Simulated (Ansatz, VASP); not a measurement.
## AlN: VASP beside Ansatz

Contents of INCAR:

```
SYSTEM = AlN
PREC = Accurate
ENCUT = 520
EDIFF = 1E-7
ISMEAR = -5
SIGMA = 0.1
LREAL = .False.
LASPH = .True.
NELM = 60
ALGO = Fast
ISIF = 2
LWAVE = .False.
LCHARG = .False.
GGA = PE
NBANDS = 11
```

File KPOINTS:

```
regular mesh
0
Gamma
  6 6 6
  0 0 0
```

POSCAR

```
AlN
1.0
    0.0000000000      2.0028311074      2.0028311074
    2.0028311074      0.0000000000      2.0028311074
    2.0028311074      2.0028311074      0.0000000000
Al N
1 1
Direct
    0.5000000000      0.5000000000      0.5000000000
    0.0000000000      0.0000000000      0.0000000000
```

Input for Ansatz:

```yaml
crystal:
  lattice:
    - [0.0, 2.0028311074, 2.0028311074]
    - [2.0028311074, 0.0, 2.0028311074]
    - [2.0028311074, 2.0028311074, 0.0]
  atoms:
    - { symbol: Al, position: [0.5, 0.5, 0.5] }
    - { symbol: "N", position: [0.0, 0.0, 0.0] }
basis:
  ecutwfc: 420
kpoints:
  mp_grid: { grid: [6, 6, 6] }
hamiltonian:
  xc: pbe
scf:
  occupations: { method: tetrahedron_uncorrected }
  max_iter: 77
output:
  forces: true
  stress: true
  eigenvalues: true
```

Alike in both runs: task single point; functional PBE; k mesh 6 × 6 × 6; no spin polarisation.

|  | VASP | Ansatz |
| --- | --- | --- |
| version | VASP 6.6.1 | Ansatz 0.2.0 |
| potentials or method | VASP PAW PBE potentials, release 64 (Al, N) | scalar-relativistic, plane waves, PAW |
| plane-wave cutoff (eV) | 520 | 420 |
| occupations | tetrahedron | tetrahedron-uncorrected |
| valence electrons in the cell | 8 | 8 |

|  | VASP | Ansatz | Ansatz less VASP |
| --- | --- | --- | --- |
| gap on the k mesh at the Fermi level (eV) | 4.87 | 4.90 | +0.026 |
| least direct gap on the mesh (eV) | 6.09 | 6.07 | -0.014 |
| pressure (GPa) | 13.0 | 13.4 | +0.39 |

Ansatz warned: «band_table_not_solved_further».

Caveats: the k mesh is coarse (spacing up to 0.45 Å⁻¹), so the values aren't converged. A k mesh can miss the band edges. PBE gaps usually lie below the measured ones, often by a third to a half.
